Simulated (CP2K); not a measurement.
# Convergence study of the cutoff of the density grid for ZnTe (R3m, 2 atoms in the cell)

```
CELL_PARAMETERS angstrom
      4.30041     0.00000     0.00000
      2.15021     3.72426     0.00000
      2.15021     1.24142     3.51127
ATOMIC_POSITIONS crystal
  Zn 0.00475 0.00475 0.00475
  Te 0.25000 0.25000 0.25000
```

Level of theory: CP2K 2026.2 with PBE, GPW, DZVP-MOLOPT-SR-GTH basis, GTH-PBE potentials (GTH_POTENTIALS).

Base settings: CUTOFF = 600 Ry; REL_CUTOFF = 40 Ry; SMEAR/METHOD = FERMI_DIRAC; ELECTRONIC_TEMPERATURE = 580.23 K; KPOINTS/SCHEME = MONKHORST-PACK 3 3 3; XC_FUNCTIONAL = PBE; Zn/BASIS_SET = DZVP-MOLOPT-SR-GTH-q12; Zn/POTENTIAL = GTH-PBE-q12; Te/BASIS_SET = DZVP-MOLOPT-SR-GTH-q6; Te/POTENTIAL = GTH-PBE-q6.

The second cell is the first with its lattice scaled by 0.98.

The mesh stays at the base's, so the ladder's end is converged at best in this setting alone.

Only quantities that move along the ladder and can be compared are tabulated; the gap is left out on so coarse a mesh.

The starting cell has typed, rounded lattice constants, without a prior relaxation at this level. Its lattice was rescaled by up to half a per cent. One atom was moved a little off its site on purpose. Values carry the incompleteness of an atom-centred basis. In the base run, with a pressure of about 5 GPa the cell is away from its equilibrium volume at this level.

| CUTOFF | energy of the compressed cell less the first (meV/atom) | pressure (GPa) | largest difference of a force vector from the last step's (eV/Å) |
|---|---|---|---|
| 360 Ry | 68.02 | 4.61 | 0.024 |
| 420 Ry | 68.05 | 4.61 | 0.024 |
| 480 Ry | 67.41 | 4.52 | 0.012 |
| 540 Ry | 67.38 | 4.52 | 0.021 |
| 600 Ry | 67.39 | 4.52 | 0.021 |
| 660 Ry | 67.42 | 4.52 | 0.004 |
| 720 Ry | 67.43 | 4.52 | 0.004 |
| 810 Ry | 67.43 | 4.52 | 0.005 |
| 900 Ry | 67.42 | 4.52 | 0.005 |
| 1050 Ry | 67.48 | 4.53 | 0.002 |
| 1200 Ry | 67.43 | 4.53 | 0.000 |
| 1440 Ry | 67.41 | 4.52 | 0.000 |

Coarsest CUTOFF that holds the forces within 0.01 eV/Å of the last step, with all finer ones: 660 Ry; the step before is off by 0.021 eV/Å.

Coarsest CUTOFF that holds the energy of the compressed cell less the first within 0.5 meV/atom of the last step, with all finer ones: 480 Ry; the step before is off by 0.63 meV/atom.

Coarsest CUTOFF that holds the pressure within 0.05 GPa of the last step, with all finer ones: 480 Ry; the step before is off by 0.09 GPa.

Left out of this page: 5 runs of the series unsound by tests on forces, stress, charge or solver warnings.
